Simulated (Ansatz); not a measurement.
BeS (rocksalt): G0W0 against its settings

BeS (rocksalt), relaxed with r2SCAN; one-shot G0W0 in Ansatz without spin-orbit coupling. Note: simulated data, non-magnetic, for a generated structure that need not be the stable one.

```yaml
crystal:
  lattice:
    - [0.00000, 2.31730, 2.31730]
    - [2.31730, 0.00000, 2.31730]
    - [2.31730, 2.31730, 0.00000]
  atoms:
    - { symbol: Be, position: [0.00000, 0.00000, 0.00000] }
    - { symbol: S, position: [0.50000, 0.50000, 0.50000] }
```

Gaps are read over the mesh points alone. G0W0 values are finite-basis, finite-mesh values.
```json
{"start": "PBE", "potentials": "PAW", "frequency model": "contour deformation", "mesh": "6×6×6", "empty bands": "40", "screening cutoff (eV)": "80", "Kohn-Sham gap (eV)": "0.97", "G0W0 gap (eV)": "1.59", "rough cost": "7 core-seconds"}
{"start": "PBE", "potentials": "PAW", "frequency model": "contour deformation", "mesh": "6×6×6", "empty bands": "93", "screening cutoff (eV)": "140", "Kohn-Sham gap (eV)": "0.97", "G0W0 gap (eV)": "1.73", "rough cost": "16 core-seconds"}
{"start": "PBE", "potentials": "PAW", "frequency model": "contour deformation", "mesh": "6×6×6", "empty bands": "171", "screening cutoff (eV)": "210", "Kohn-Sham gap (eV)": "0.97", "G0W0 gap (eV)": "1.82", "rough cost": "60 core-seconds"}
{"start": "HSE06", "potentials": "PAW", "frequency model": "contour deformation", "mesh": "6×6×6", "empty bands": "93", "screening cutoff (eV)": "140", "Kohn-Sham gap (eV)": "1.75", "G0W0 gap (eV)": "2.04", "rough cost": "60 core-seconds"}
{"start": "LDA", "potentials": "PAW", "frequency model": "contour deformation", "mesh": "6×6×6", "empty bands": "93", "screening cutoff (eV)": "140", "Kohn-Sham gap (eV)": "0.96", "G0W0 gap (eV)": "1.71", "rough cost": "21 core-seconds"}
{"start": "r2SCAN", "potentials": "PAW", "frequency model": "contour deformation", "mesh": "6×6×6", "empty bands": "93", "screening cutoff (eV)": "140", "Kohn-Sham gap (eV)": "1.35", "G0W0 gap (eV)": "1.91", "rough cost": "28 core-seconds"}
{"start": "PBE", "potentials": "PAW", "frequency model": "Godby-Needs pole", "mesh": "6×6×6", "empty bands": "93", "screening cutoff (eV)": "140", "Kohn-Sham gap (eV)": "0.97", "G0W0 gap (eV)": "1.71", "rough cost": "26 core-seconds"}
{"start": "PBE", "potentials": "PAW", "frequency model": "contour deformation", "mesh": "8×8×8", "empty bands": "40", "screening cutoff (eV)": "80", "Kohn-Sham gap (eV)": "0.99", "G0W0 gap (eV)": "1.62", "rough cost": "40 core-seconds"}
{"start": "PBE", "potentials": "norm-conserving", "frequency model": "contour deformation", "mesh": "6×6×6", "empty bands": "93", "screening cutoff (eV)": "140", "Kohn-Sham gap (eV)": "0.99", "G0W0 gap (eV)": "1.72", "rough cost": "90 core-seconds"}
```

G0W0 moves the gap on the mesh from 0.97 eV (PBE) to 1.82 eV (Γ–K (0.44 of the way from Γ) to X). Renormalisation factors Z lie between 0.74 and 0.81.

Raising bands and cutoff together moves the gap by +0.14 eV (80 to 140 eV), then +0.09 eV (140 to 210 eV); the last step is still large, so the basis limit isn't reached. Starting from HSE06 (1.75 eV against PBE's 0.97 eV) gives 2.04 eV, +0.31 eV from G0W0@PBE at the same screening cutoff. Starting from LDA (0.96 eV against PBE's 0.97 eV) gives 1.71 eV, -0.02 eV from G0W0@PBE at the same screening cutoff. Starting from r2SCAN (1.35 eV against PBE's 0.97 eV) gives 1.91 eV, +0.18 eV from G0W0@PBE at the same screening cutoff. The Godby-Needs plasmon pole differs from contour deformation by -0.02 eV. An 8×8×8 mesh in place of 6×6×6 changes the opening over PBE by +0.01 eV (the gap on the mesh by +0.03 eV). Norm-conserving potentials (wave cutoff 1800 eV against 420 eV) shift the quasiparticle gap by -0.01 eV and the PBE gap by +0.02 eV. r2SCAN runs take a wave cutoff of 500 eV.
